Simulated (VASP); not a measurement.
# Ba (P6/mmm) in VASP: a series of runs

Runs on Ba. Level: LDA. Tasks: single point.

All numbers are computed with VASP 6.6.1; they aren't measurements. Logs are shortened: lines on timing, memory, paths and dates and some standing lists are left out, and cuts for length are marked.

### Step 1. The structure

It takes space group P6/mmm (No. 191, hexagonal). The conventional cell has a = 6.996 Å, b = 6.996 Å, c = 3.909 Å, α = 90.00°, β = 90.00°, γ = 120.00°. Around Ba (site symmetry -6m2) lie 5 Ba at 3.91 to 4.04 Å.

This isn't the form of Ba at room conditions, which is bcc.

### Step 2. Single point, LDA

INCAR reads:

```
SYSTEM = Ba
ALGO = Fast ; EDIFF = 1E-7
ENCUT = 520 ; ISIF = 2
ISMEAR = 0 ; LASPH = .True.
LCHARG = .True. ; LELF = .True.
LREAL = .False. ; LVHAR = .True.
LWAVE = .False. ; NBANDS = 17
NELM = 100 ; PREC = Accurate
SIGMA = 0.15
```

KPOINTS reads:

```
k-points
0
Gamma
  9 9 12
  0 0 0
```

POSCAR reads:

```
Ba
1.0
    6.9960670735      0.0000000000      0.0000000000
   -3.4980335368      6.0587718122      0.0000000000
    0.0000000000      0.0000000000      3.9093935500
Ba
2
Direct
    0.3333333333      0.6666666667      0.5000000000
    0.6666666667      0.3333333333      0.5000000000
```

Potentials or basis: VASP PAW LDA potentials, release 64 (Ba_sv).

Run with:

```console
cat potpaw_LDA.64/Ba_sv/POTCAR > POTCAR
mpirun -np 1 vasp_std > vasp.out
```

OUTCAR:

```text
SYSTEM = Ba
   EDIFF = 1E-7
   ENCUT = 520
   ISIF = 2
   ISMEAR = 0
   LASPH = .True.
   LREAL = .False.
   NELM = 100
   PREC = Accurate

 ion  position               nearest neighbor table
   1  0.333  0.667  0.500-   2 4.04   2 4.04   2 4.04
   2  0.667  0.333  0.500-   1 4.04   1 4.04   1 4.04

  LATTYP: Found a hexagonal cell.
 ALAT       =     6.9960670735
 C/A-ratio  =     0.5587987521

  Lattice vectors:

 A1 = (   6.9960670735,   0.0000000000,   0.0000000000)
 A2 = (  -3.4980335368,   6.0587718122,   0.0000000000)
 A3 = (   0.0000000000,   0.0000000000,   3.9093935500)

Analysis of symmetry for initial positions (statically):
=====================================================================
 Subroutine PRICEL returns:
 Original cell was already a primitive cell.

 Routine SETGRP: Setting up the symmetry group for a
 hexagonal supercell.

 Subroutine GETGRP returns: Found 24 space group operations
 (whereof 24 operations were pure point group operations)
 out of a pool of 24 trial point group operations.

The static configuration has the point symmetry D_6h.

Analysis of symmetry for dynamics (positions and initial velocities):
=====================================================================
 Subroutine PRICEL returns:
 Original cell was already a primitive cell.

 Routine SETGRP: Setting up the symmetry group for a
 hexagonal supercell.

 Subroutine GETGRP returns: Found 24 space group operations
 (whereof 24 operations were pure point group operations)
 out of a pool of 24 trial point group operations.

The dynamic configuration has the point symmetry D_6h.

 Subroutine INISYM returns: Found 24 space group operations
 (whereof 24 operations are pure point group operations),
 and found     1 'primitive' translations

----------------------------------------------------------------------------------------

                                     Primitive cell

  volume of cell :     165.7097

  direct lattice vectors                    reciprocal lattice vectors
     6.996067073  0.000000000  0.000000000     0.142937452  0.082524976  0.000000000
    -3.498033537  6.058771812  0.000000000     0.000000000  0.165049953  0.000000000
     0.000000000  0.000000000  3.909393550     0.000000000  0.000000000  0.255794150

  length of vectors
     6.996067073  6.996067073  3.909393550     0.165049953  0.165049953  0.255794150

  position of ions in fractional coordinates (direct lattice)
     0.333333333  0.666666667  0.500000000
     0.666666667  0.333333333  0.500000000

  ion indices of the primitive-cell ions
   primitive index   ion index
                 1           1
                 2           2

----------------------------------------------------------------------------------------

 KPOINTS: k-points

Automatic generation of k-mesh.
 Grid dimensions read from file:
 generate k-points for:    9    9   12

 Generating k-lattice:

  Cartesian coordinates                     Fractional coordinates (reciprocal lattice)
     0.015881939  0.009169442  0.000000000     0.111111111 -0.000000000  0.000000000
     0.000000000  0.018338884  0.000000000     0.000000000  0.111111111  0.000000000
     0.000000000  0.000000000  0.021316179     0.000000000  0.000000000  0.083333333

  Length of vectors
     0.018338884  0.018338884  0.021316179

  Shift w.r.t. Gamma in fractional coordinates (k-lattice)
     0.000000000  0.000000000  0.000000000

 Subroutine IBZKPT returns following result:
 ===========================================

 Found     84 irreducible k-points:

 Following reciprocal coordinates:
            Coordinates               Weight
  0.000000  0.000000  0.000000      1.000000
  0.111111 -0.000000  0.000000      6.000000
  0.222222 -0.000000  0.000000      6.000000
  0.333333 -0.000000  0.000000      6.000000
  0.444444 -0.000000  0.000000      6.000000
  0.111111  0.111111  0.000000      6.000000
[... 16 lines left out ...]
  0.333333  0.222222  0.083333     24.000000
  0.333333  0.333333  0.083333      4.000000
 [... further k-points ...]
   k-points           NKPTS =     84   k-points in BZ     NKDIM =     84   number of bands    NBANDS=     17
   number of dos      NEDOS =    301   number of ions     NIONS =      2
   total plane-waves  NPLWV =  87480
   dimension x,y,z NGX =    54 NGY =   54 NGZ =   30
   dimension x,y,z NGXF=   108 NGYF=  108 NGZF=   60
   ions per type =               2
   NGX,Y,Z   is equivalent  to a cutoff of  12.83, 12.83, 12.76 a.u.
   NGXF,Y,Z  is equivalent  to a cutoff of  25.66, 25.66, 25.51 a.u.
 SYSTEM =  Ba
   PREC   = accura    normal or accurate (medium, high low for compatibility)
   ISTART =      0    job   : 0-new  1-cont  2-samecut
   ICHARG =      2    charge: 1-file 2-atom 10-const
   ISPIN  =      1    spin polarized calculation?
   LNONCOLLINEAR =      F non collinear calculations
   LSORBIT =      F    spin-orbit coupling
   LASPH  =      T    aspherical Exc in radial PAW
   ENCUT  =  520.0 eV  38.22 Ry    6.18 a.u.  13.01 13.01  7.27*2*pi/ulx,y,z
   NELM   =    100;   NELMIN=  2; NELMDL= -5     # of ELM steps
   EDIFF  = 0.1E-06   stopping-criterion for ELM
   LREAL  =      F    real-space projection
   EDIFFG = 0.1E-05   stopping-criterion for IOM
   NSW    =      0    number of steps for IOM
   IBRION =     -1    ionic relax: 0-MD 1-quasi-New 2-CG
   NFREE  =      0    steps in history (QN), initial steepest desc. (CG)
   ISIF   =      2    stress and relaxation
   ISYM   =      2    0-nonsym 1-usesym 2-fastsym
   POTIM  = 0.5000    time-step for ionic-motion
   TEBEG  =    0.0;   TEEND  =   0.0 temperature during run
   PSTRESS=    0.0 pullay stress
   NELECT =      20.0000    total number of electrons
   NUPDOWN=      -1.0000    fix difference up-down
   EMIN   =  10.00;   EMAX   =-10.00  energy-range for DOS
   EFERMI =   0.00;   METHOD = LEGACY
   ISMEAR =     0;   SIGMA  =   0.15  broadening in eV -4-tet -1-fermi 0-gaus
   EFERMI_NEDOS =   21; number of points for ismear=-14 and -15
   IALGO  =     68    algorithm
   IMIX   =      4    mixing-type and parameters
     AMIX     =   0.40;   BMIX     =  1.00
     AMIX_MAG =   1.60;   BMIX_MAG =  1.00
  volume/ion in A,a.u.               =      82.85       559.13
  Fermi-wavevector in a.u.,A,eV,Ry     =   0.809038  1.528860  8.905588  0.654542
  Thomas-Fermi vector in A             =   1.917955
   LORBIT       =      0    0 simple, 1 ext, 2 COOP (PROOUT), +10 PAW based schemes
   GGA     = CA    functional components
   LHFCALC =     F    Hartree Fock is set to
   AEXX    =    0.0000 exact exchange contribution
   IVDW    =     0    specifies the selected vdW correction
   LEPSILON=     F    determine dielectric tensor
   LRPA    =     F    only Hartree local field effects (RPA)
 non-spin polarized calculation
 RMM-DIIS sequential band-by-band and
 Gauss-broadening in eV      SIGMA  =   0.15
  energy-cutoff  :      520.00
  volume of cell :      165.71
 maximum number of plane-waves:      4497
 NGX is ok and might be reduce to    54
   NGX = 25   NGY = 25   NGZ = 15

 number of electron      20.0000003 magnetization

 Free energy of the ion-electron system (eV)
  ---------------------------------------------------
  ext. energy  EPLUGINS =         0.00000000
  ---------------------------------------------------
  free energy    TOTEN  =        -2.92431448 eV

  energy without entropy =       -2.85376791  energy(sigma->0) =       -2.88904120

 E-fermi :   0.3656     XC(G=0):  -6.5593

 val. band max:        0.3655831697   @ k =   0.3333  -0.0000   0.3333
 cond. band min:       0.3773930590   @ k =   0.3333   0.2222   0.4167
 fundamental gap:      0.0118098893
 Fermi energy:         0.3655954610

 k-point     1 :       0.0000    0.0000    0.0000
  band No.  band energies     occupation
      1     -28.8314      2.00000
      2     -28.7614      2.00000
      3     -14.2352      2.00000
      4     -14.2352      2.00000
      5     -13.8367      2.00000
      6     -13.8367      2.00000
[... 9 lines left out ...]
     16       3.5441      0.00000
     17       3.5447      0.00000

 k-point     2 :       0.1111   -0.0000    0.0000
  band No.  band energies     occupation
      1     -28.8295      2.00000
      2     -28.7633      2.00000
      3     -14.2393      2.00000
      4     -14.2267      2.00000
      5     -13.8460      2.00000
      6     -13.8321      2.00000
[... 9 lines left out ...]
     16       3.5277      0.00000
     17       3.5591      0.00000

 k-point     3 :       0.2222   -0.0000    0.0000
  band No.  band energies     occupation
      1     -28.8243      2.00000
      2     -28.7686      2.00000
      3     -14.2492      2.00000
      4     -14.2030      2.00000
      5     -13.8715      2.00000
      6     -13.8208      2.00000
[... 9 lines left out ...]
     16       3.4859      0.00000
     17       3.6017      0.00000

 k-point     4 :       0.3333   -0.0000    0.0000
  band No.  band energies     occupation
      1     -28.8167      2.00000
      2     -28.7763      2.00000
      3     -14.2600      2.00000
      4     -14.1708      2.00000
      5     -13.9059      2.00000
      6     -13.8086      2.00000
[... 9 lines left out ...]
     16       3.4455      0.00000
     17       3.4511      0.00000
[... 343 lines left out ...]
      1     -28.8079      2.00000
      2     -28.7765      2.00000
      3     -14.2647      2.00000
      4     -14.1317      2.00000
      5     -13.9341      2.00000
      6     -13.7910      2.00000
[... 9 lines left out ...]
     16       2.7645      0.00000
     17       3.5171      0.00000

 k-point    23 :       0.3333    0.2222    0.0833
  band No.  band energies     occupation
      1     -28.8002      2.00000
      2     -28.7843      2.00000
      3     -14.2729      2.00000
      4     -14.0900      2.00000
      5     -13.9769      2.00000
      6     -13.7820      2.00000
[... 9 lines left out ...]
     16       2.5503      0.00000
     17       3.3205      0.00000

 k-point    24 :       0.3333    0.3333    0.0833
  band No.  band energies     occupation
      1     -28.7922      2.00000
      2     -28.7922      2.00000
      3     -14.2775      2.00000
      4     -14.0337      2.00000
      5     -14.0337      2.00000
      6     -13.7770      2.00000
[... 9 lines left out ...]
     16       2.1580      0.00000
     17       3.2337      0.00000

 [... further k-points ...]
[... 5 lines left out ...]
  --------------------------------------------------------------------------------------
  -------------------------------------------------------------------------------------
  Total       -0.3807038     -0.3807038     -0.8658077      0.0000000      0.0000000     -0.0000000
  in kB       -3.6808647     -3.6808647     -8.3711298      0.0000000      0.0000000     -0.0000000
  external PRESSURE =      -5.2442864 kB  Pullay stress =       0.0000000 kB

 VOLUME and BASIS-vectors are now :
 -----------------------------------------------------------------------------
  energy-cutoff  :      520.00
  volume of cell :      165.71
      direct lattice vectors                 reciprocal lattice vectors
     6.996067073  0.000000000  0.000000000     0.142937452  0.082524976  0.000000000
    -3.498033537  6.058771812  0.000000000     0.000000000  0.165049953  0.000000000
     0.000000000  0.000000000  3.909393550     0.000000000  0.000000000  0.255794150

 POSITION                                       TOTAL-FORCE (eV/Angst)
 -----------------------------------------------------------------------------------
     -0.00000      4.03918      1.95470        -0.000000      0.000000      0.000000
      3.49803      2.01959      1.95470         0.000000      0.000000      0.000000
 -----------------------------------------------------------------------------------
    total drift:                               -0.000000      0.000000     -0.000000

  FREE ENERGIE OF THE ION-ELECTRON SYSTEM (eV)
  ---------------------------------------------------
  free  energy   TOTEN  =        -2.9243144811 eV

  energy  without entropy=       -2.8537679107  energy(sigma->0) =       -2.88904120
```

Wall time 3.8 min (1 thread of Intel Xeon 6975P-C (Granite Rapids), shared host); peak memory 0.34 GiB.

What came out:

| Item | Value |
| --- | --- |
| Free energy | -2.9243 eV |
| Pressure | -0.5 GPa |
| Band gap on the k mesh | none (metal or under the smearing width) |

Spin-orbit coupling is left out, which matters for the levels of Ba.

[end of part 1 of 2]
